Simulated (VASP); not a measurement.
# KCl (Sylvite) (Fm-3m) in VASP: settings compared, part 2 of 2

VASP 6.6.1.

**3. Relaxation of the atoms, PBE (a relaxed cell with its volume scaled by 1.06)**

File INCAR:

```
PREC = Accurate
ENCUT = 300
EDIFF = 1E-7
ISMEAR = 0
SIGMA = 0.03
LREAL = False
LASPH = True
NELM = 80
ALGO = Fast
ISIF = 2
LWAVE = False
LCHARG = False
GGA = PE
IBRION = 2
NSW = 40
EDIFFG = -0.01
```

File KPOINTS:

```
regular mesh
0
Gamma
  4 4 4
```

File POSCAR:

```
KCl                                     
1.0
   -0.0000000000      3.2602084318      3.2602084318
    3.2602084318      0.0000000000      3.2602084318
    3.2602084318      3.2602084318     -0.0000000000
  K               Cl            
     1     1
Direct
     1.0000000000000000    1.0000000000000000    0.0000000000000000
     0.5000000000000000    0.5000000000000000    0.5000000000000000
```

Potentials or basis: VASP PAW PBE potentials, release 64 (K_pv, Cl).

Run with:

```sh
> cat potpaw_PBE.64/K_pv/POTCAR potpaw_PBE.64/Cl/POTCAR > POTCAR
> mpirun -np 1 vasp_std > vasp.out
```

OUTCAR:

```text
PREC = Accurate
   ENCUT = 300
   EDIFF = 1E-7
   ISMEAR = 0
   LREAL = False
   LASPH = True
   NELM = 80
   ISIF = 2
   GGA = PE
   IBRION = 2
   NSW = 40
   EDIFFG = -0.01

 ion  position               nearest neighbor table
   1  0.000  0.000  0.000-   2 3.26   2 3.26   2 3.26   2 3.26   2 3.26   2 3.26
   2  0.500  0.500  0.500-   1 3.26   1 3.26   1 3.26   1 3.26   1 3.26   1 3.26

  LATTYP: Found a face centered cubic cell.
 ALAT       =     6.5204168636

  Lattice vectors:

 A1 = (   0.0000000000,   3.2602084318,   3.2602084318)
 A2 = (   3.2602084318,   0.0000000000,   3.2602084318)
 A3 = (   3.2602084318,   3.2602084318,   0.0000000000)

Analysis of symmetry for initial positions (statically):
=====================================================================
 Subroutine PRICEL returns:
 Original cell was already a primitive cell.

 Routine SETGRP: Setting up the symmetry group for a
 face centered cubic supercell.

 Subroutine GETGRP returns: Found 48 space group operations
 (whereof 48 operations were pure point group operations)
 out of a pool of 48 trial point group operations.

The static configuration has the point symmetry O_h .

Analysis of symmetry for dynamics (positions and initial velocities):
=====================================================================
 Subroutine PRICEL returns:
 Original cell was already a primitive cell.

 Routine SETGRP: Setting up the symmetry group for a
 face centered cubic supercell.

 Subroutine GETGRP returns: Found 48 space group operations
 (whereof 48 operations were pure point group operations)
 out of a pool of 48 trial point group operations.

The dynamic configuration has the point symmetry O_h .

 Subroutine INISYM returns: Found 48 space group operations
 (whereof 48 operations are pure point group operations),
 and found     1 'primitive' translations

[... 103 lines left out ...]
   LHFCALC =     F    Hartree Fock is set to
   AEXX    =    0.0000 exact exchange contribution
   IVDW    =     0    specifies the selected vdW correction
   LEPSILON=     F    determine dielectric tensor
   LRPA    =     F    only Hartree local field effects (RPA)
 conjugate gradient relaxation of ions
 non-spin polarized calculation
 RMM-DIIS sequential band-by-band and
 Gauss-broadening in eV      SIGMA  =   0.03
  energy-cutoff  :      300.00
  volume of cell :       69.31
 maximum number of plane-waves:       869
 NGX is ok and might be reduce to    28
   NGX = 13   NGY = 13   NGZ = 13

 number of electron      13.9999998 magnetization

 Free energy of the ion-electron system (eV)
  ---------------------------------------------------
  ext. energy  EPLUGINS =         0.00000000
  ---------------------------------------------------
  free energy    TOTEN  =        -6.75908936 eV

  energy without entropy =       -6.75908936  energy(sigma->0) =       -6.75908936

 E-fermi :  -3.2348     XC(G=0):  -7.0848

 val. band max:       -3.3696875406   @ k =   0.0000   0.0000   0.0000
 cond. band min:       1.4618251368   @ k =   0.0000   0.0000   0.0000
 fundamental gap:      4.8315126775
 Fermi energy:        -3.2347908828

 k-point     1 :       0.0000    0.0000    0.0000
  band No.  band energies     occupation
      1     -15.3911      2.00000
      2     -14.2899      2.00000
      3     -14.2899      2.00000
      4     -14.2899      2.00000
      5      -3.3697      2.00000
      6      -3.3697      2.00000
      7      -3.3697      2.00000
      8       1.4618      0.00000
      9       4.9385      0.00000
     10       4.9385      0.00000
     11       4.9385      0.00000
[... 85 lines left out ...]
 k-point     8 :      -0.2500    0.5000    0.2500
  band No.  band energies     occupation
      1     -15.3857      2.00000
      2     -14.3542      2.00000
      3     -14.3542      2.00000
      4     -14.2187      2.00000
      5      -3.7871      2.00000
      6      -3.7871      2.00000
      7      -3.7654      2.00000
      8       4.4979      0.00000
      9       4.4979      0.00000
     10       5.5964      0.00000
     11       6.0518      0.00000

------------------------ aborting loop because EDIFF is reached ----------------------------------------

  FORCE on cell =-STRESS in cart. coord.  units (eV):
  Direction    XX          YY          ZZ          XY          YZ          ZX
  --------------------------------------------------------------------------------------
  -------------------------------------------------------------------------------------
  Total       -0.3613816     -0.3613816     -0.3613816      0.0000000      0.0000000      0.0000000
  in kB       -8.3543084     -8.3543084     -8.3543084      0.0000000      0.0000000      0.0000000
  external PRESSURE =      -8.3543084 kB  Pullay stress =       0.0000000 kB

 VOLUME and BASIS-vectors are now :
 -----------------------------------------------------------------------------
  energy-cutoff  :      300.00
  volume of cell :       69.31
      direct lattice vectors                 reciprocal lattice vectors
     0.000000000  3.260208432  3.260208432    -0.153364428  0.153364428  0.153364428
     3.260208432  0.000000000  3.260208432     0.153364428 -0.153364428  0.153364428
     3.260208432  3.260208432  0.000000000     0.153364428  0.153364428 -0.153364428

 POSITION                                       TOTAL-FORCE (eV/Angst)
 -----------------------------------------------------------------------------------
      0.00000      0.00000      0.00000         0.000000      0.000000     -0.000000
      3.26021      3.26021      3.26021        -0.000000     -0.000000      0.000000
 -----------------------------------------------------------------------------------
    total drift:                                0.000000      0.000000      0.000000

  FREE ENERGIE OF THE ION-ELECTRON SYSTEM (eV)
  ---------------------------------------------------
  free  energy   TOTEN  =        -6.7590893625 eV

  energy  without entropy=       -6.7590893625  energy(sigma->0) =       -6.75908936

 reached required accuracy - stopping structural energy minimisation
```

CONTCAR:

```text
KCl
   1.00000000000000
     0.0000000000000000    3.2602084318000002    3.2602084318000002
     3.2602084318000002    0.0000000000000000    3.2602084318000002
     3.2602084318000002    3.2602084318000002    0.0000000000000000
  K               Cl
     1     1
Direct
     0.0000000000000000    0.0000000000000000    0.0000000000000000
     0.5000000000000000    0.5000000000000000    0.5000000000000000

  0.00000000E+00  0.00000000E+00  0.00000000E+00
  0.00000000E+00  0.00000000E+00  0.00000000E+00
```

Wall time 6.6 s (1 thread of AMD EPYC 7R43 (Zen 3), shared host); peak memory 0.11 GiB.

What came out:

```yaml
Free_energy: -6.7591 eV
Pressure_after_relaxing: -0.8 GPa
Band_gap_on_the_k_mesh: 4.83 eV, direct
```

Final structure:
```
CELL_PARAMETERS angstrom
0.00000 3.26021 3.26021
3.26021 0.00000 3.26021
3.26021 3.26021 0.00000
ATOMIC_POSITIONS crystal
K 0.00000 0.00000 0.00000
Cl 0.50000 0.50000 0.50000
```

Caveat: the cutoff is under 1.25 times the usual one of these potentials, so pressure, stress and relaxed cells hold a basis-set (Pulay) error; the relaxation stopped at its first step, so nothing moved.

**4. Relaxation of cell and atoms, LDA**

File INCAR:

```
SYSTEM = KCl
PREC = Accurate
ENCUT = 600
EDIFF = 1E-6
ISMEAR = 0
SIGMA = 0.03
LREAL = .False.
LASPH = .True.
NELM = 80
ALGO = Normal
ISIF = 3
LWAVE = .False.
LCHARG = .False.
IBRION = 2
NSW = 90
EDIFFG = -0.01
```

File KPOINTS:

```
regular mesh
0
Gamma
  8 8 8
  0 0 0
```

File POSCAR:

```
KCl
1.0
    0.0000000000      3.1464700000      3.1464700000
    3.1464700000      0.0000000000      3.1464700000
    3.1464700000      3.1464700000      0.0000000000
K Cl
1 1
Direct
    0.0000000000      0.0000000000      0.0000000000
    0.5000000000      0.5000000000      0.5000000000
```

Potentials or basis: VASP PAW LDA potentials, release 64 (K_sv, Cl).

Run with:

```sh
> cat potpaw_LDA.64/K_sv/POTCAR potpaw_LDA.64/Cl/POTCAR > POTCAR
> mpirun -np 1 vasp_std > vasp.out
```

Wall time 30 s (1 thread of Intel Xeon 6975P-C (Granite Rapids), shared host); peak memory 0.19 GiB.

It converged, with:

* Free energy: -7.4083 eV
* Relaxed volume: 28.19 Å³/atom
* Relaxed cell: a = 4.304 Å, b = 4.304 Å, c = 4.304 Å, α = 60.00°, β = 60.00°, γ = 60.00°
* Space group after relaxing (to 0.05 Å): Fm-3m (No. 225)
* Energy gained by relaxing: 19.1 meV/atom
* Ionic steps: 4
* Pressure after relaxing: 0.0 GPa
* Band gap on the k mesh: 5.10 eV, direct

Step by step:
| step | energy change (eV) | largest force (eV/Å) | pressure (GPa) | volume (Å³) |
| --- | --- | --- | --- | --- |
| 1 | 0.0000 | 0.0000 | -1.89 | 62.30 |
| 2 | -0.0297 | 0.0000 | -0.99 | 59.05 |
| 3 | -0.0383 | 0.0000 | -0.07 | 56.57 |
| 4 | -0.0383 | 0.0000 | 0.01 | 56.39 |

Final structure:
```
K Cl
1.0
     0.00000    3.04355    3.04355
     3.04355    0.00000    3.04355
     3.04355    3.04355    0.00000
K Cl
1 1
Direct
  0.00000 0.00000 0.00000
  0.50000 0.50000 0.50000
```

Levels at points of the mesh, in eV from the valence-band top:
```tsv
k point	band 4	band 5	band 6	band 7	band 8	band 9	band 10	band 11	band 12
(0.00, 0.00, 0.00)	-10.31	-10.31	0.00	0.00	0.00	5.10	8.11	8.11	8.11
(0.50, 0.00, 0.00)	-10.33	-9.99	-1.33	-0.44	-0.44	7.47	8.64	10.59	10.59
(0.50, 0.50, 0.00)	-10.40	-10.40	-0.76	-0.25	-0.25	6.05	8.44	10.23	10.24
```

A k mesh can miss the band edges. LDA usually gives volumes a few per cent too small.

**5. Relaxation of cell and atoms, LDA**

This run uses another cell than the first one, of 28.19 Å³/atom, 0.905 times its volume.

Changes to INCAR since step 4:

```diff
@@ -3,3 +3,3 @@
 ENCUT = 600
-EDIFF = 1E-6
+EDIFF = 1E-7
 ISMEAR = 0
@@ -15,2 +15,2 @@
 NSW = 90
-EDIFFG = -0.01
+EDIFFG = -0.005
```

KPOINTS is that of step 4.

File POSCAR:

```
KCl                                     
1.0
    0.0000000000      3.0435491208      3.0435491208
    3.0435491208      0.0000000000      3.0435491208
    3.0435491208      3.0435491208      0.0000000000
  K               Cl            
     1     1
Direct
     0.0000000000000000    1.0000000000000000    0.0000000000000000
     0.5000000000000000    0.5000000000000000    0.5000000000000000
```

Run with:

```sh
> cat potpaw_LDA.64/K_sv/POTCAR potpaw_LDA.64/Cl/POTCAR > POTCAR
> mpirun -np 1 vasp_std > vasp.out
```

Run time: 11 s. Hardware: 1 thread of Intel Xeon 6975P-C (Granite Rapids), shared host; peak memory 0.17 GiB.

The run converged. Its results:

| Quantity | Value |
| --- | --- |
| Free energy | -7.4082 eV |
| Pressure after relaxing | 0.0 GPa |
| Band gap on the k mesh | 5.10 eV, direct |

Final structure:
```
K Cl
1.0
     0.00000    3.04355    3.04355
     3.04355    0.00000    3.04355
     3.04355    3.04355    0.00000
K Cl
1 1
Direct
  0.00000 0.00000 0.00000
  0.50000 0.50000 0.50000
```

Levels at points of the mesh, in eV from the valence-band top:
| k point | band 4 | band 5 | band 6 | band 7 | band 8 | band 9 | band 10 | band 11 | band 12 |
| --- | --- | --- | --- | --- | --- | --- | --- | --- | --- |
| (0.00, 0.00, 0.00) | -10.31 | -10.31 | 0.00 | 0.00 | 0.00 | 5.10 | 8.11 | 8.11 | 8.11 |
| (0.50, 0.00, 0.00) | -10.33 | -9.99 | -1.33 | -0.44 | -0.44 | 7.47 | 8.64 | 10.59 | 10.59 |
| (0.50, 0.50, 0.00) | -10.40 | -10.40 | -0.76 | -0.25 | -0.25 | 6.05 | 8.44 | 10.23 | 10.24 |

Caveat: the relaxation stopped at its first step, so nothing moved.

**6. The runs side by side**

| task | level | potentials or basis | cell | k mesh | cutoff (eV) | gap on the mesh (eV) | pressure (GPa) |
| --- | --- | --- | --- | --- | --- | --- | --- |
| relaxation of the atoms | PBE | VASP PAW PBE potentials, release 64 (K_pv, Cl) | atoms relaxed from: a relaxed cell with its volume scaled by 1.04 | 4 × 4 × 4 | 300 | 4.89 | -0.6 |
| relaxation of the atoms | PBE | VASP PAW PBE potentials, release 64 (K_pv, Cl) | atoms relaxed from: a relaxed cell with its volume scaled by 1.06 | 4 × 4 × 4 | 300 | 4.83 | -0.8 |
| relaxation of cell and atoms | LDA | VASP PAW LDA potentials, release 64 (K_sv, Cl) | relaxed | 8 × 8 × 8 | 600 | 5.10 | 0.0 |

Alike in all rows: no spin polarisation; smearing gaussian 0.03 eV.

Caveats: the relaxation stopped at its first step, so nothing moved; the cutoff is under 1.25 times the usual one of these potentials, so pressure, stress and relaxed cells hold a basis-set (Pulay) error (some runs).

Total energies depend on the potentials used, so only differences within one code and one set of settings carry meaning.
